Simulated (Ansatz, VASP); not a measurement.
Al in VASP and in Ansatz

```
CELL_PARAMETERS angstrom
0.00000 1.99663 1.99663
1.99663 0.00000 1.99663
1.99663 1.99663 0.00000
ATOMIC_POSITIONS crystal
Al 0.00000 0.00000 0.00000
```

Change from the starting cell: functional lda, volume scaled by 0.96.

Alike in both runs: task single point; functional LDA; k mesh 17 × 17 × 17; occupations fermi-dirac, width 0.03 eV; no spin polarisation.

```csv
,VASP,Ansatz
version,VASP 6.6.1,Ansatz 0.2.0
potentials or method,"VASP PAW LDA potentials, release 64 (Al), cutoff 520 eV","all-electron LAPW, scalar-relativistic"
```

```csv
,VASP,Ansatz,Ansatz less VASP
pressure (GPa),-0.6,-0.6,-0.06
```

Ansatz ran all-electron here, so the differences hold the error of VASP's frozen core and of both bases.
